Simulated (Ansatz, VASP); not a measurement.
## Hf: VASP beside Ansatz

The input INCAR:

```
  ALGO = Fast
  EDIFF = 1E-7
  ENCUT = 520
  GGA = PE
  ISIF = 2
  ISMEAR = -1
  LASPH = True
  LCHARG = False
  LREAL = False
  LWAVE = False
  NBANDS = 17
  NELM = 100
  PREC = Accurate
  SIGMA = 0.05
```

Contents of KPOINTS:

```
k-points
0
Gamma
  8 8 5
```

The input POSCAR:

```
Hf
1.0
    3.1967000000      0.0000000000      0.0000000000
   -1.5983500000      2.7684234083      0.0000000000
    0.0000000000      0.0000000000      5.1083780000
Hf
2
Direct
    0.6666666667      0.3333333333      0.7500000000
    0.3333333333      0.6666666667      0.2500000000
```

Contents of input.yaml:

```yaml
crystal:
  lattice:
    - [3.1967, 0.0, 0.0]
    - [-1.59835, 2.7684234083, 0.0]
    - [0.0, 0.0, 5.108378]
  atoms:
    - { symbol: Hf, position: [0.6666666667, 0.3333333333, 0.75] }
    - { symbol: Hf, position: [0.3333333333, 0.6666666667, 0.25] }
hamiltonian:
  xc: pbe
  pseudopotentials: { kind: paw }
kpoints:
  mp_grid: { grid: [8, 8, 5] }
scf:
  occupations: { method: fermi_dirac, width: 0.05 }
output:
  forces: true
  stress: true
  eigenvalues: true
```

Alike in both runs: task single point; functional PBE; k mesh 8 × 8 × 5; occupations fermi-dirac, width 0.05 eV; no spin polarisation.

```csv
,VASP,Ansatz
version,VASP 6.6.1,Ansatz 0.2.0
potentials or method,"VASP PAW PBE potentials, release 64 (Hf_pv)",Ansatz PAW
plane-wave cutoff (eV),520,420
valence electrons in the cell,20,52
```

```csv
,VASP,Ansatz,Ansatz less VASP
gap on the k mesh at the Fermi level (eV),none,none,-
pressure (GPa),-0.7,-0.3,+0.44
largest component of the traceless stress (GPa),0.99,0.93,-0.065
```

A gap of «none» marks a metal or a gap that the smearing closes. The two sets of potentials don't hold the same shells in valence.

The runs have no spin-orbit coupling, so splittings on Hf are missing.
